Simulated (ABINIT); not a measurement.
# CaSe (Fm-3m): G0W0 with and without spin-orbit coupling

Aim: spinor G0W0 for CaSe (Fm-3m) beside the scalar-relativistic result.

Method: PBE and many-body steps on it, plane waves, in ABINIT 10.8.3.

Most raw output is cut from this account.

The database entry behind the starting cell differs from later determinations by our own check (0.1 to 0.3 % short, probably kX units), so it need not match the best structure at ambient conditions.

## Step 1: Set-up

The structure is cubic, space group Fm-3m (No. 225). Conventional cell: a = 5.912 Å, b = 5.912 Å, c = 5.912 Å, α = 90.00°, β = 90.00°, γ = 90.00°. Ca has 6 Se at 2.96 Å nearest. Nearest to Se lie 6 Ca at 2.96 Å. Farther neighbours and most contacts between anions are not listed.

The cell and positions come from the Crystallography Open Database and are kept as given unless a step says otherwise.

## Step 2: Empty states on the mesh, 4×4×4 mesh, 69 bands

This step: ABINIT 10.8.3; DFT, PBE, plane waves, norm-conserving pseudopotentials.

The sums over transitions need many empty states on a uniform mesh; this step solves for them.

Input file run.abi:

```
acell 3*1.0 Angstrom
rprim 
  -0.000000000000 2.956000000000 2.956000000000
  2.956000000000 -0.000000000000 2.956000000000
  2.956000000000 2.956000000000 -0.000000000000
ntypat 2
znucl 20 34
natom 2
typat 1 2
xred 
  0.000000000000 0.000000000000 0.000000000000
  0.500000000000 0.500000000000 0.500000000000
pp_dirpath "pseudos"
pseudos "Ca.upf, Se.upf"
ecut 48
ngkpt 4 4 4
nshiftk 1
shiftk 0 0 0
kptopt 1
chksymbreak 0
iscf -2
irdden 1
istwfk *1
nband 69
nbdbuf 6
tolwfr 1e-09
nstep 60
prtvol 0
indata_prefix "in"
outdata_prefix "out"
tmpdata_prefix "tmp"
```

On the command line:

```sh
> OMP_NUM_THREADS=1 mpirun -n 4 abinit run.abi > log
```

Elapsed: 35 s, on 4 MPI ranks of Arm Neoverse N1, shared host; peak memory 0.33 GiB.

This step gave:

```yaml
gap: 2.028 eV
k_of_the_valence_top: 0, 0, 0
k_of_the_conduction_bottom: 0.5, 0.5, 0
least_direct_gap: 2.963 eV
k_points_computed: 8
lowest_point_of_the_top_converged_band_above_the_valence_top: 41.68 eV
```

On this mesh the gap is 2.028 eV.

The density comes from a self-consistent run that is not shown.

## Step 3: Screening, 4×4×4 mesh, 63 bands, screening to 119.7 eV

The RPA dielectric matrix is built and inverted for each q.

This step: RPA screening on PBE, plane waves, norm-conserving pseudopotentials.

Changes to run.abi since step 2:

```diff
@@ -20,10 +20,11 @@
 chksymbreak 0
-iscf -2
-irdden 1
 istwfk *1
-nband 69
-nbdbuf 6
-tolwfr 1e-09
-nstep 60
-prtvol 0
+occopt 1
+irdwfk 1
+optdriver 3
+nband 63
+ecuteps 4.4
+inclvkb 0
+awtr 1
+symchi 1
 indata_prefix "in"
```

Wall time 38 s (4 MPI ranks); peak memory 0.88 GiB; 2.5 min of CPU time.

This step gave:

```
ε∞ with local fields, on this mesh, along the program's q direction : 6.563
the same without local fields                                       : 7.762
plasma frequency                                                    : 30.12 eV
plane waves in the screening matrix                                 : 169
```

Local fields lower ε∞ by 15 %. On a Γ-centred mesh this coarse the value itself is usually too large, while a short band sum pulls it down.

## Step 4: Scalar-relativistic

The self-energy is evaluated for the states that the input lists, and the levels follow from it, in one-shot runs by the linearised quasiparticle equation.

This step: G0W0 on PBE, plane waves, norm-conserving pseudopotentials.

Changes to run.abi since step 3:

```diff
@@ -23,8 +23,17 @@
 irdwfk 1
-optdriver 3
+optdriver 4
 nband 63
+gwcalctyp 0
+ecutsigx 48
+symsigma 1
+nkptgw 2
+kptgw 
+  0.0000000000 0.0000000000 0.0000000000
+  0.5000000000 0.5000000000 0.0000000000
+bdgw 
+  15 21
+  16 19
 ecuteps 4.4
-inclvkb 0
-awtr 1
-symchi 1
+irdscr 1
+ppmodel 1
 indata_prefix "in"
```

It took 11 s on 4 MPI ranks; peak memory 1.1 GiB.

Numbers from this step:

* G0W0 gap on the points computed: 3.422 eV
* starting gap on the mesh: 2.028 eV
* k of the valence top: 0, 0, 0
* k of the conduction bottom: 0.5, 0.5, 0
* Z at the valence top: 0.808
* Z at the conduction bottom: 0.827
* least direct G0W0 gap on the computed points: 4.321 eV

The gap on the mesh goes from 2.03 eV to 3.42 eV, a correction of +1.39 eV.

## Step 5: Empty states on the mesh, 4×4×4 mesh, 138 bands

This step: DFT, PBE with spin-orbit coupling, plane waves, norm-conserving pseudopotentials.

Changes to run.abi since step 4:

```diff
@@ -15,2 +15,3 @@
 ecut 48
+nspinor 2
 ngkpt 4 4 4
@@ -20,20 +21,10 @@
 chksymbreak 0
+iscf -2
+irdden 1
 istwfk *1
-occopt 1
-irdwfk 1
-optdriver 4
-nband 63
-gwcalctyp 0
-ecutsigx 48
-symsigma 1
-nkptgw 2
-kptgw 
-  0.0000000000 0.0000000000 0.0000000000
-  0.5000000000 0.5000000000 0.0000000000
-bdgw 
-  15 21
-  16 19
-ecuteps 4.4
-irdscr 1
-ppmodel 1
+nband 138
+nbdbuf 12
+tolwfr 1e-09
+nstep 60
+prtvol 0
 indata_prefix "in"
```

Elapsed: 3.1 min, on 4 MPI ranks; peak memory 0.55 GiB.

This step gave:

* gap: 1.892 eV
* k of the valence top: 0, 0, 0
* k of the conduction bottom: 0.5, 0.5, 0
* least direct gap: 2.847 eV
* k points computed: 8
* lowest point of the top converged band, above the valence top: 41.59 eV

On this mesh the gap is 1.892 eV.

The density comes from a self-consistent run that is not shown, made with spin-orbit coupling and fully relativistic files.

## Step 6: Screening, 4×4×4 mesh, 126 bands, screening to 119.7 eV

This step: RPA screening on PBE with spin-orbit coupling, plane waves, norm-conserving pseudopotentials.

Changes to run.abi since step 5:

```diff
@@ -21,10 +21,11 @@
 chksymbreak 0
-iscf -2
-irdden 1
 istwfk *1
-nband 138
-nbdbuf 12
-tolwfr 1e-09
-nstep 60
-prtvol 0
+occopt 1
+irdwfk 1
+optdriver 3
+nband 126
+ecuteps 4.4
+inclvkb 0
+awtr 1
+symchi 1
 indata_prefix "in"
```

Wall time 5.2 min (4 MPI ranks); peak memory 2.5 GiB.

This step gave:

```
ε∞ with local fields, on this mesh, along the program's q direction : 6.588
the same without local fields                                       : 7.789
plasma frequency                                                    : 30.12 eV
plane waves in the screening matrix                                 : 169
```

## Step 7: With spin-orbit coupling

This step: G0W0 on PBE with spin-orbit coupling, plane waves, norm-conserving pseudopotentials.

Changes to run.abi since step 6:

```diff
@@ -24,8 +24,17 @@
 irdwfk 1
-optdriver 3
+optdriver 4
 nband 126
+gwcalctyp 0
+ecutsigx 48
+symsigma 0
+nkptgw 2
+kptgw 
+  0.0000000000 0.0000000000 0.0000000000
+  0.5000000000 0.5000000000 0.0000000000
+bdgw 
+  31 40
+  31 38
 ecuteps 4.4
-inclvkb 0
-awtr 1
-symchi 1
+irdscr 1
+ppmodel 1
 indata_prefix "in"
```

The job ended after 5.6 min (4 MPI ranks; peak memory 2.3 GiB; 22 min of CPU time).

This step gave:

- G0W0 gap on the points computed: 3.293 eV
- starting gap on the mesh: 1.892 eV
- k of the valence top: 0, 0, 0
- k of the conduction bottom: 0.5, 0.5, 0
- Z at the valence top: 0.809
- Z at the conduction bottom: 0.827
- least direct G0W0 gap on the computed points: 4.196 eV

Against G0W0 in ABINIT (4×4×4 mesh, 63 bands, screening to 119.7 eV, Godby-Needs plasmon pole), the gap moves by −0.129 eV.

## Step 8: Side by side

Times are wall times on 4 MPI ranks of Arm Neoverse N1, shared host, good to a factor of about two. A run's time includes the screening step that it read.

```
                     run   mesh  bands  screening cutoff (eV)  DFT gap (eV)  gap on the mesh (eV)  direct (eV)  ε∞ used    time
     scalar-relativistic  4×4×4     63                  119.7         2.028                 3.422        4.321     6.56    49 s
with spin-orbit coupling  4×4×4    126                  119.7         1.892                 3.293        4.196     6.59  11 min
```

## Step 9: Summary of results

| Property | Result |
| --- | --- |
| scalar-relativistic | 3.422 eV |
| with spin-orbit coupling | 3.293 eV |
| known limits | not at the basis limit; screening head approximate; no spin-orbit coupling in some runs; coarse k mesh |

**Reading.** With spin-orbit coupling: −0.129 eV against scalar-relativistic, −0.136 eV of it in the start. Bands and cutoff are finite, so the gap is not at the basis limit. The miss can reach some tenths of an eV and take either sign; the mesh is an error of its own. In the G0W0 runs levels were corrected at 2 k points alone, so a gap called «on the mesh» is the least over those, and an edge elsewhere would be missed. The 4×4×4 mesh is coarse for this cell, which bears on the long-range parts of exchange and screening. The long-wavelength limit of the screening leaves out the non-local commutator, which shifts ε∞.

[Paths, hosts, dates, memory and timing lines, banners, echoed tables and standing remarks are left out of the program output.]

[Logs are printed without paths, hosts, clocks, repeated set-up lines and the standing remarks that a program may print on its own settings, such as how far it seeks lower states.]

[Runs of the session that timed out or met a known fault of the program may be left out.]

[Hosts, paths, dates, database ids (printed as entryN), source tags and the programs' standing remarks are cut or masked in the printed files.]

[G0W0 gaps are taken among the corrected bands and points alone; a level outside them can change the order at an edge.]

[Where Ansatz stands beside ABINIT at settings called matched, ABINIT's density can come from a denser mesh and the files from another edition; pairs whose starting gaps differed by over 0.03 eV were left out, so agreement reads better than it is.]
